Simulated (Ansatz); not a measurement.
Write the native input for Ansatz 0.2.0 that does the following.

* Task: single point
* Functional: PBE
* Potentials or basis: all-electron LAPW, scalar-relativistic
* Cutoff: 179 eV (chosen from the basis error)
* Basis error allowed: 0.001 eV/atom
* k mesh: 7 × 7 × 7
* Occupations: gaussian, width 0.027 eV
* Spin: no spin polarisation

TePb:

```xyz
2
Lattice="0.0000 3.2310 3.2310 3.2310 0.0000 3.2310 3.2310 3.2310 0.0000" Properties=species:S:1:pos:R:3 pbc="T T T"
Pb    0.0000    0.0000    0.0000
Te    3.2310    3.2310    3.2310
```

The input as run:

input.yaml

```yaml
crystal:
  lattice:
    - [0.0, 3.231, 3.231]
    - [3.231, 0.0, 3.231]
    - [3.231, 3.231, 0.0]
  atoms:
    - { symbol: Pb, position: [0.0, 0.0, 0.0] }
    - { symbol: Te, position: [0.5, 0.5, 0.5] }
kpoints:
  mp_grid: { grid: [7, 7, 7] }
scf:
  occupations: { method: gaussian, width: 0.027 }
hamiltonian:
  xc: pbe
  pseudopotentials: { kind: all_electron, lapw: { basis_error: 0.001 } }
output:
  forces: true
  stress: true
  eigenvalues: true
```

Potentials or basis: all-electron LAPW, scalar-relativistic.

Run with:

```sh
$ ansatz run input.yaml --threads 1 --pin off --max-ram 3072MiB --backend cpu --events-out ev --progress --plain --runs-dir out
```

It gave:

```json
{"Pressure": "2.1 GPa"}
```

Caveat: this odd mesh misses L, where the gap lies, so gap, dielectric constants and Born charges aren't listed.

Wall time 7 s on 1 thread of Arm Neoverse V1, with other jobs on the host, peak memory 0.28 GiB.
